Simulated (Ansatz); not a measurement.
Start of a relaxation, B put at a top B site (BN, P6_3/mmc (No. 194), (0 0 1) face):

```yaml
crystal:
  lattice:
    - [2.50644, 0.00000, 0.00000]
    - [-1.25322, 2.17064, 0.00000]
    - [0.00000, 0.00000, 32.23370]
  atoms:
    - { symbol: B, position: [0.66667, 0.33333, 0.26370] }
    - { symbol: N, position: [0.33333, 0.66667, 0.26370] }
    - { symbol: B, position: [0.33333, 0.66667, 0.36634] }
    - { symbol: N, position: [0.66667, 0.33333, 0.36634] }
    - { symbol: B, position: [0.66667, 0.33333, 0.46898] }
    - { symbol: N, position: [0.33333, 0.66667, 0.46898] }
    - { symbol: B, position: [0.33333, 0.66667, 0.57162] }
    - { symbol: N, position: [0.66667, 0.33333, 0.57162] }
    - { symbol: B, position: [0.66667, 0.33333, 0.67425] }
    - { symbol: N, position: [0.33333, 0.66667, 0.67425] }
    - { symbol: B, position: [0.66667, 0.33333, 0.72637] }
```

The calculation used DFT PBE+D3(BJ), scalar-relativistic, plane waves, PAW (Ansatz 0.2.0). Plane waves to 420 eV, a k mesh through Γ of 12×12×1 on the computed 11-atom cell and Gaussian smearing (0.05 eV); collinear spin from starting moments 0 0 0 0 0 0 0 0 0 0 1 μB. A dipole correction removes the field between periodic images along c.

Atoms 1, 2, 3, 4 (counted from 1) are held. The cell is fixed. Force threshold 0.03 eV/Å.

**Question.** Where does it end?

**Answer.** The energy falls by 1.145 eV in 18 steps, to:

```xyz
11
Lattice="2.5064 0.0000 0.0000 -1.2532 2.1706 0.0000 0.0000 0.0000 32.2337" Properties=species:S:1:pos:R:3 pbc="T T T"
B     1.2532    0.7235    8.5000
N     0.0000    1.4471    8.5000
B     0.0000    1.4471   11.8084
N     1.2532    0.7235   11.8084
B     1.2532    0.7235   15.1220
N     0.0000    1.4471   15.1221
B     0.0000    1.4471   18.4420
N     1.2532    0.7235   18.4422
B     1.2532    0.7235   21.7576
N     0.0000    1.4471   21.7505
B     1.2532    0.7235   24.9494
```

The end is the local minimum or symmetric point that this start leads to.

Cost: 1 run of about 10 core-minutes, on Arm Neoverse V2 (shared hosts).